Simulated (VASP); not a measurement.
# BeTe (Fm-3m) in VASP: relaxation of cell and atoms with PBE

Aim: the relaxation of cell and atoms of BeTe with PBE.

All numbers are computed with VASP 6.6.1; they aren't measurements. Logs are shortened: lines on timing, memory, paths and dates and some standing lists are left out, and cuts for length are marked.

## Step 1: Starting point

It takes space group Fm-3m (No. 225, cubic). The conventional cell has a = 5.233 Å, b = 5.233 Å, c = 5.233 Å, α = 90.00°, β = 90.00°, γ = 90.00°. Be (site symmetry m-3m) has 6 Te at 2.62 Å as nearest neighbours. Te (site symmetry m-3m) has 6 Be at 2.62 Å as nearest neighbours.

The cell was built by a generator and needn't be a form met in nature.

## Step 2: Relaxation of cell and atoms, PBE

INCAR

```
ALGO = Fast
EDIFF = 1E-4
EDIFFG = -0.08
ENCUT = 520
GGA = PE
IBRION = 2
ISIF = 3
ISMEAR = 0
LASPH = T
LCHARG = F
LREAL = F
LWAVE = F
NELM = 60
NSW = 24
PREC = Normal
SIGMA = 0.15
```

KPOINTS

```
k-points
0
Gamma
  5 5 5
```

POSCAR

```
BeTe
1.0
    0.0000000000      2.6163661900      2.6163661900
    2.6163661900      0.0000000000      2.6163661900
    2.6163661900      2.6163661900      0.0000000000
Be Te
1 1
Direct
    0.0000000000      0.0000000000      0.0000000000
    0.5000000000      0.5000000000      0.5000000000
```

Potentials or basis: VASP PAW PBE potentials, release 64 (Be, Te).

Command:

```bash
cat potpaw_PBE.64/Be/POTCAR potpaw_PBE.64/Te/POTCAR > POTCAR
mpirun -np 1 vasp_std > vasp.out
```

OUTCAR:

```text
EDIFF = 1E-4
   EDIFFG = -0.08
   ENCUT = 520
   GGA = PE
   IBRION = 2
   ISIF = 3
   ISMEAR = 0
   LASPH = T
   LREAL = F
   NELM = 60
   NSW = 24
   PREC = Normal

 ion  position               nearest neighbor table
   1  0.000  0.000  0.000-   2 2.62   2 2.62   2 2.62   2 2.62   2 2.62   2 2.62
   2  0.500  0.500  0.500-   1 2.62   1 2.62   1 2.62   1 2.62   1 2.62   1 2.62

  LATTYP: Found a face centered cubic cell.
 ALAT       =     5.2327323800

  Lattice vectors:

 A1 = (   0.0000000000,   2.6163661900,   2.6163661900)
 A2 = (   2.6163661900,   0.0000000000,   2.6163661900)
 A3 = (   2.6163661900,   2.6163661900,   0.0000000000)

Analysis of symmetry for initial positions (statically):
=====================================================================
 Subroutine PRICEL returns:
 Original cell was already a primitive cell.

 Routine SETGRP: Setting up the symmetry group for a
 face centered cubic supercell.

 Subroutine GETGRP returns: Found 48 space group operations
 (whereof 48 operations were pure point group operations)
 out of a pool of 48 trial point group operations.

The static configuration has the point symmetry O_h .

Analysis of symmetry for dynamics (positions and initial velocities):
=====================================================================
 Subroutine PRICEL returns:
 Original cell was already a primitive cell.

 Routine SETGRP: Setting up the symmetry group for a
 face centered cubic supercell.

 Subroutine GETGRP returns: Found 48 space group operations
 (whereof 48 operations were pure point group operations)
 out of a pool of 48 trial point group operations.

The dynamic configuration has the point symmetry O_h .

 Subroutine INISYM returns: Found 48 space group operations
 (whereof 48 operations are pure point group operations),
 and found     1 'primitive' translations

----------------------------------------------------------------------------------------

                                     Primitive cell

  volume of cell :      35.8200

  direct lattice vectors                    reciprocal lattice vectors
     0.000000000  2.616366190  2.616366190    -0.191104747  0.191104747  0.191104747
     2.616366190  0.000000000  2.616366190     0.191104747 -0.191104747  0.191104747
     2.616366190  2.616366190  0.000000000     0.191104747  0.191104747 -0.191104747

  length of vectors
     3.700100550  3.700100550  3.700100550     0.331003132  0.331003132  0.331003132

  position of ions in fractional coordinates (direct lattice)
     0.000000000  0.000000000  0.000000000
     0.500000000  0.500000000  0.500000000

  ion indices of the primitive-cell ions
   primitive index   ion index
                 1           1
                 2           2

----------------------------------------------------------------------------------------

 KPOINTS: k-points

Automatic generation of k-mesh.
 Grid dimensions read from file:
 generate k-points for:    5    5    5

 Generating k-lattice:

  Cartesian coordinates                     Fractional coordinates (reciprocal lattice)
    -0.038220949  0.038220949  0.038220949     0.200000000  0.000000000  0.000000000
     0.038220949 -0.038220949  0.038220949     0.000000000  0.200000000  0.000000000
     0.038220949  0.038220949 -0.038220949     0.000000000  0.000000000  0.200000000

  Length of vectors
     0.066200626  0.066200626  0.066200626

  Shift w.r.t. Gamma in fractional coordinates (k-lattice)
     0.000000000  0.000000000  0.000000000

 Subroutine IBZKPT returns following result:
 ===========================================

 Found     10 irreducible k-points:

 Following reciprocal coordinates:
            Coordinates               Weight
  0.000000  0.000000  0.000000      1.000000
  0.200000  0.000000  0.000000      8.000000
  0.400000  0.000000  0.000000      8.000000
  0.200000  0.200000  0.000000      6.000000
  0.400000  0.200000  0.000000     24.000000
 -0.400000  0.200000  0.000000     24.000000
 -0.200000  0.200000  0.000000     12.000000
  0.400000  0.400000  0.000000      6.000000
 -0.400000  0.400000  0.000000     12.000000
 -0.400000  0.400000  0.200000     24.000000
   k-points           NKPTS =     10   k-points in BZ     NKDIM =     10   number of bands    NBANDS=      8
   number of dos      NEDOS =    301   number of ions     NIONS =      2
   total plane-waves  NPLWV =  13824
   dimension x,y,z NGX =    24 NGY =   24 NGZ =   24
   dimension x,y,z NGXF=    48 NGYF=   48 NGZF=   48
   ions per type =               1   1
   NGX,Y,Z   is equivalent  to a cutoff of  10.78, 10.78, 10.78 a.u.
   NGXF,Y,Z  is equivalent  to a cutoff of  21.57, 21.57, 21.57 a.u.
 SYSTEM =  unknown system
   PREC   = normal    normal or accurate (medium, high low for compatibility)
   ISTART =      0    job   : 0-new  1-cont  2-samecut
   ICHARG =      2    charge: 1-file 2-atom 10-const
   ISPIN  =      1    spin polarized calculation?
   LNONCOLLINEAR =      F non collinear calculations
   LSORBIT =      F    spin-orbit coupling
   LASPH  =      T    aspherical Exc in radial PAW
   ENCUT  =  520.0 eV  38.22 Ry    6.18 a.u.   6.88  6.88  6.88*2*pi/ulx,y,z
   NELM   =     60;   NELMIN=  2; NELMDL= -5     # of ELM steps
   EDIFF  = 0.1E-03   stopping-criterion for ELM
   LREAL  =      F    real-space projection
   EDIFFG = -.8E-01   stopping-criterion for IOM
   NSW    =     24    number of steps for IOM
   IBRION =      2    ionic relax: 0-MD 1-quasi-New 2-CG
   NFREE  =      1    steps in history (QN), initial steepest desc. (CG)
   ISIF   =      3    stress and relaxation
   ISYM   =      2    0-nonsym 1-usesym 2-fastsym
   POTIM  = 0.5000    time-step for ionic-motion
   TEBEG  =    0.0;   TEEND  =   0.0 temperature during run
   PSTRESS=    0.0 pullay stress
   NELECT =       8.0000    total number of electrons
   NUPDOWN=      -1.0000    fix difference up-down
   EMIN   =  10.00;   EMAX   =-10.00  energy-range for DOS
   EFERMI =   0.00;   METHOD = LEGACY
   ISMEAR =     0;   SIGMA  =   0.15  broadening in eV -4-tet -1-fermi 0-gaus
   EFERMI_NEDOS =   21; number of points for ismear=-14 and -15
   IALGO  =     68    algorithm
   IMIX   =      4    mixing-type and parameters
     AMIX     =   0.40;   BMIX     =  1.00
     AMIX_MAG =   1.60;   BMIX_MAG =  1.00
  volume/ion in A,a.u.               =      17.91       120.86
  Fermi-wavevector in a.u.,A,eV,Ry     =   0.993260  1.876989 13.423039  0.986566
  Thomas-Fermi vector in A             =   2.125129
   LORBIT       =      0    0 simple, 1 ext, 2 COOP (PROOUT), +10 PAW based schemes
   GGA     = PE    functional components
   LHFCALC =     F    Hartree Fock is set to
   AEXX    =    0.0000 exact exchange contribution
   IVDW    =     0    specifies the selected vdW correction
   LEPSILON=     F    determine dielectric tensor
   LRPA    =     F    only Hartree local field effects (RPA)
 conjugate gradient relaxation of ions
 non-spin polarized calculation
 RMM-DIIS sequential band-by-band and
 Gauss-broadening in eV      SIGMA  =   0.15
  energy-cutoff  :      520.00
  volume of cell :       35.82
 maximum number of plane-waves:       974
   NGX = 13   NGY = 13   NGZ = 13

--------------------------------------- Ionic step        1  -------------------------------------------

 number of electron       8.0000002 magnetization

 Free energy of the ion-electron system (eV)
  ---------------------------------------------------
  ext. energy  EPLUGINS =         0.00000000
  ---------------------------------------------------
  free energy    TOTEN  =        -6.49276973 eV

  energy without entropy =       -6.48119974  energy(sigma->0) =       -6.48698473

 E-fermi :   8.3083     XC(G=0): -10.2514

 val. band max:        7.9251140094   @ k =   0.0000   0.0000   0.0000
 cond. band min:       8.3367372578   @ k =  -0.2000   0.2000   0.0000
 fundamental gap:      0.4116232484
 Fermi energy:         8.3083071762

 k-point     1 :       0.0000    0.0000    0.0000
  band No.  band energies     occupation
      1      -5.7305      2.00000
      2       7.9251      1.99970
      3       7.9251      1.99970
      4       7.9251      1.99970
      5      11.9801      0.00000
      6      14.7007      0.00000
      7      14.7009      0.00000
      8      14.7077      0.00000

 k-point     2 :       0.2000    0.0000    0.0000
  band No.  band energies     occupation
      1      -5.1985      2.00000
      2       4.9631      2.00000
      3       7.8439      1.99999
      4       7.8439      1.99999
      5      12.2260      0.00000
      6      12.6449      0.00000
      7      12.6449      0.00000
      8      14.4606      0.00000
[... 144 lines left out ...]
 POSITION                                       TOTAL-FORCE (eV/Angst)
 -----------------------------------------------------------------------------------
      0.00000      0.00000      0.00000         0.000000     -0.000000     -0.000000
      2.70531      2.70531      2.70531         0.000000      0.000000      0.000000
 -----------------------------------------------------------------------------------
    total drift:                               -0.000000     -0.000000     -0.000000

  FREE ENERGIE OF THE ION-ELECTRON SYSTEM (eV)
  ---------------------------------------------------
  free  energy   TOTEN  =        -6.5442770442 eV

  energy  without entropy=       -6.5336206175  energy(sigma->0) =       -6.53894883

--------------------------------------- Ionic step        3  -------------------------------------------

 number of electron       7.9999998 magnetization

 Free energy of the ion-electron system (eV)
  ---------------------------------------------------
  ext. energy  EPLUGINS =         0.00000000
  ---------------------------------------------------
  free energy    TOTEN  =        -6.54744152 eV

  energy without entropy =       -6.53662329  energy(sigma->0) =       -6.54203240

 E-fermi :   7.2543     XC(G=0):  -9.9210

 val. band max:        6.9098882224   @ k =   0.0000   0.0000   0.0000
 cond. band min:       7.2732858436   @ k =  -0.2000   0.2000   0.0000
 fundamental gap:      0.3633976212
 Fermi energy:         7.2542933146

 k-point     1 :       0.0000    0.0000    0.0000
  band No.  band energies     occupation
      1      -6.1203      2.00000
      2       6.9099      1.99883
      3       6.9099      1.99883
      4       6.9099      1.99883
      5      10.1630      0.00000
      6      13.4197      0.00000
      7      13.4197      0.00000
      8      13.4198      0.00000

 k-point     2 :       0.2000    0.0000    0.0000
  band No.  band energies     occupation
      1      -5.6392      2.00000
      2       4.1055      2.00000
      3       6.8431      1.99989
      4       6.8431      1.99989
      5      10.8196      0.00000
      6      11.5430      0.00000
      7      11.5430      0.00000
      8      13.1755      0.00000
[... 108 lines left out ...]
 POSITION                                       TOTAL-FORCE (eV/Angst)
 -----------------------------------------------------------------------------------
      0.00000      0.00000      0.00000         0.000000      0.000000      0.000000
      2.68689      2.68689      2.68689        -0.000000     -0.000000     -0.000000
 -----------------------------------------------------------------------------------
    total drift:                               -0.000000     -0.000000     -0.000000

  FREE ENERGIE OF THE ION-ELECTRON SYSTEM (eV)
  ---------------------------------------------------
  free  energy   TOTEN  =        -6.5474415159 eV

  energy  without entropy=       -6.5366232910  energy(sigma->0) =       -6.54203240

 reached required accuracy - stopping structural energy minimisation
```

Wall time 3.5 s (1 thread of Intel Xeon 6975P-C (Granite Rapids), shared host); peak memory 0.14 GiB.

What came out:

- Free energy: -6.5474 eV
- Relaxed volume: 19.40 Å³/atom
- Relaxed cell: a = 3.800 Å, b = 3.800 Å, c = 3.800 Å, α = 60.00°, β = 60.00°, γ = 60.00°
- Space group after relaxing (to 0.05 Å): Fm-3m (No. 225)
- Energy gained by relaxing: 27.3 meV/atom
- Ionic steps: 3
- Pressure after relaxing: 0.0 GPa
- Band gap on the k mesh: none (metal or under the smearing width)

The path:
| step | energy change (eV) | largest force (eV/Å) | pressure (GPa) | volume (Å³) |
| --- | --- | --- | --- | --- |
| 1 | 0.0000 | 0.0000 | 6.30 | 35.82 |
| 2 | -0.0515 | 0.0000 | -1.28 | 39.60 |
| 3 | -0.0547 | 0.0000 | 0.04 | 38.80 |

Final structure:
```yaml
crystal:
  lattice:
    - [0.00000, 2.68689, 2.68689]
    - [2.68689, 0.00000, 2.68689]
    - [2.68689, 2.68689, 0.00000]
  atoms:
    - { symbol: Be, position: [0.00000, 0.00000, 0.00000] }
    - { symbol: Te, position: [0.50000, 0.50000, 0.50000] }
```

Caveat: the k mesh is coarse (spacing up to 0.42 Å⁻¹), so the values aren't converged; the relaxation stopped at a loose force limit of 0.08 eV/Å, so its end isn't a converged minimum. The run has no spin-orbit coupling, so splittings on Te are missing.
